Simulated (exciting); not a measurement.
The system is SrO.

```
CELL_PARAMETERS angstrom
0.00000 2.56630 2.56630
2.56630 0.00000 2.56630
2.56630 2.56630 0.00000
ATOMIC_POSITIONS crystal
Sr 0.50000 0.50000 0.50000
O 0.00000 0.00000 0.00000
```

Base run:

```yaml
Program: exciting (release sodium)
Functional: LDA
Potentials_or_basis: all-electron LAPW+lo, shipped species files, valence relativity iora*
rgkmax: 7.5
k_mesh: 9 × 9 × 9
Occupations: fermi-dirac, width 0.05 eV
Spin: no spin polarisation
```

Its results: band gap on the k mesh 3.21 eV, indirect (least direct gap 3.29 eV).

Task: The run is repeated on the same cell with these changes: functional from LDA to PBE. What comes out?

Result: Band gap on the k mesh 3.38 eV, indirect (least direct gap 3.46 eV).

A k mesh can miss the band edges.

Not every run made on this cell is shown here.
